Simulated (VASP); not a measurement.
# CuI: optical spectrum of independent particles, by functional and spin-orbit coupling

CuI, Cmcm (no. 63), 4 atoms in the cell.

| Functional | Spin-orbit coupling | ε at zero frequency, electronic | Mean energy of the absorption, weighted by Im ε (eV) | Direct gap on the mesh (eV) | Time (s) |
|---|---|---|---|---|---|
| PBE | no | 5.85 | 6.48 | 1.03 | 33 |
| LDA | no | 6.18 | 6.33 | 0.89 | 30 |
| PBEsol | no | 6.06 | 6.39 | 0.94 | 31 |
| r2SCAN | no | 5.17 | 6.92 | 1.40 | 134 |
| TB-mBJ | no | 4.49 | 7.35 | 1.92 | 159 |
| RPBE | no | 5.61 | 6.60 | 1.16 | 33 |
| PBE | yes | 5.94 | 6.44 | 0.99 | 156 |
| TB-mBJ | yes | 4.52 | 7.32 | 1.90 | 962 |

Limits: rows 1, 2, 3, 4, 5, 6: spin-orbit coupling is left out, which can matter with atoms this heavy; the pull between electron and hole is left out; rows 1, 2, 3, 4, 6, 7: the onset follows the functional's gap, which semilocal functionals usually make too small; ε is the mean of a tensor that differs by direction.

## Input of the first row

INCAR:
```
PREC = Accurate ; ENCUT = 340
ISMEAR = 0 ; SIGMA = 0.02
EDIFF = 1E-7 ; LASPH = T
KPAR = 4 ; LWAVE = T
LCHARG = F ; LOPTICS = T
ALGO = Normal ; NBANDS = 42
NEDOS = 2000 ; CSHIFT = 0.1
GGA = PE
```

KPOINTS:
```
k-points
0
Gamma
  6 6 8
```

POSCAR:
```
CuI
1.0
    3.7331675900     -3.7110863700      0.0000000000
    3.7331675900      3.7110863700      0.0000000000
    0.0000000000      0.0000000000      4.3069976700
I Cu
2 2
Direct
    0.2299573200      0.7700426800      0.2500000000
    0.7700426800      0.2299573200      0.7500000000
    0.5795611700      0.4204388300      0.2500000000
    0.4204388300      0.5795611700      0.7500000000
```

Commands:
```
cat potpaw_PBE.64/I/POTCAR potpaw_PBE.64/Cu/POTCAR > POTCAR
mpirun -np 4 vasp_std > vasp.out
```

Changes of row 7 against the first:
```
- NBANDS = 42
+ NBANDS = 84
+ LSORBIT = True
+ MAGMOM = 12*0
+ GGA_COMPAT = False
- vasp_std
+ vasp_ncl
```

VASP 6.6.1 took 33 s on 4 cores (AMD EPYC 9R45 (Zen 5)), a shared host.
